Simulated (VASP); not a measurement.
Here is a VASP 6.6.1 calculation.

The input INCAR:

```
PREC     = Accurate       # precision mode
ENCUT    = 300            # plane-wave cutoff, eV
EDIFF    = 1E-7           # SCF threshold, eV
ISMEAR   = 0              # smearing method
SIGMA    = 0.03           # smearing width, eV
LREAL    = F              # projectors in reciprocal space
LASPH    = T              # aspherical terms in the spheres
NELM     = 80             # most SCF steps
ALGO     = Normal         # electronic algorithm
ISIF     = 3              # what is computed and relaxed
LWAVE    = F              # write WAVECAR
LCHARG   = F              # write CHGCAR
GGA      = PE             # functional
IBRION   = 2              # ionic algorithm
NSW      = 90             # ionic steps
EDIFFG   = -0.005         # ionic threshold
```

KPOINTS

```
Automatic mesh
0
Gamma
  5 5 5
```

POSCAR

```
Mg2Sn                                   
1.0
   -0.0000000000      3.4138142929      3.4138142929
    3.4138142929     -0.0000000000      3.4138142929
    3.4138142929      3.4138142929     -0.0000000000
  Mg              Sn            
     2     1
Direct
     0.2500000000000000    0.2500000000000000    0.2500000000000000
     0.7500000000000000    0.7500000000000000    0.7500000000000000
     1.0000000000000000    1.0000000000000000    1.0000000000000000
```

Potentials or basis: VASP PAW PBE potentials, release 64 (Mg, Sn).

The run is started by

```bash
$ cat potpaw_PBE.64/Mg/POTCAR potpaw_PBE.64/Sn/POTCAR > POTCAR
$ mpirun -np 1 vasp_std > vasp.out
```

Problem. Estimate the band gap on the k mesh.

Solution. None (metal or under the smearing width).

Problem. What does it give for the relaxed cell?

Solution. a = 4.826 Å, b = 4.826 Å, c = 4.826 Å, α = 60.00°, β = 60.00°, γ = 60.00°.

Problem. Estimate the relaxed volume.

Solution. 26.49 Å³/atom.

Final structure:
```xyz
3
Lattice="0.0000 3.4123 3.4123 3.4123 0.0000 3.4123 3.4123 3.4123 0.0000" Properties=species:S:1:pos:R:3 pbc="T T T"
Mg    1.7062    1.7062    1.7062
Mg    5.1185    5.1185    5.1185
Sn    6.8247    3.4123    3.4123
```

Caveat: this crystal is a semiconductor, whose small gap the functional closes, so the metal is an error of the method.
